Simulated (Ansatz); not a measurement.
# GaP: the change of pressure with volume scale

All results are calculated (Ansatz 0.2.0). Periodic Kohn-Sham DFT of a crystal at fixed atoms, scaled to volume_scale times the given cell; pressure positive in compression, energy less spherical unpolarised free atoms, largest_vzz the field gradient of largest size among the nuclei.

The cell before it is scaled or strained (space group F-43m, No. 216):
```
CELL_PARAMETERS angstrom
0.00000 2.72530 2.72530
2.72530 0.00000 2.72530
2.72530 2.72530 0.00000
ATOMIC_POSITIONS crystal
Ga 0.00000 0.00000 0.00000
P 0.75000 0.75000 0.75000
```

Settings of every row: method frozen-core PAW; functional PBE; relativity scalar; k mesh 10x10x10; filling fermi-dirac; smearing width 0.05 eV; wave cutoff 420 eV; paw set soft_2.

Atom start moment: 0 on all atoms.

| row | volume scale | V (Å³/atom) | pressure (GPa) |
| --- | --- | --- | --- |
| 1 | 0.94 | 19.027 | 8.723 |
| 2 | 0.96 | 19.432 | 6.427 |
| 3 | 0.99 | 20.037 | 3.41 |
| 4 | 1 | 20.24 | ? |
| 5 | 1.01 | 20.442 | 1.651 |
| 6 | 1.04 | 21.049 | -0.658 |
| 7 | 1.06 | 21.456 | -2.002 |

Question: what pressure should row 4 give?

Worked fit of pressure. Take u = (V_r/V)^(2/3) − 1 with V_r = 20.239 Å³ an atom, which is twice the finite (Eulerian) strain; such expansions in the strain, on which the Birch-Murnaghan equation of state is built, carry the rest volume and the bulk modulus. The shown rows have u = 0.04203, 0.0275, 0.00671, -0.00663, -0.02582, -0.03818. Least squares give pressure = 2.5091 + 132.268 × u + 370.42 × u² GPa; a straight line predicts inner rows, each left out in turn, worse (root mean square 0.24 against 0.0036 GPa). The rows lie off it by 0.000, 0.000, -0.003, 0.003, 0.001, -0.001. The pressure vanishes at u = -0.0201, or V = 20.86 Å³ an atom, and there the bulk modulus at fixed shape and fractions is B = −V dP/dV = (2/3)(1 + u) dP/du = 76.7 GPa. The withheld row has u = -3e-05, so the fit gives 2.5091 + 132.268 × (-3e-05) + 370.42 × (-3e-05)² = 2.505 GPa.

The calculation gave 2.507 GPa. The fit lies 0.002 GPa (0.019 % of the column's range) below it; its largest miss of a shown row is 0.003 GPa.
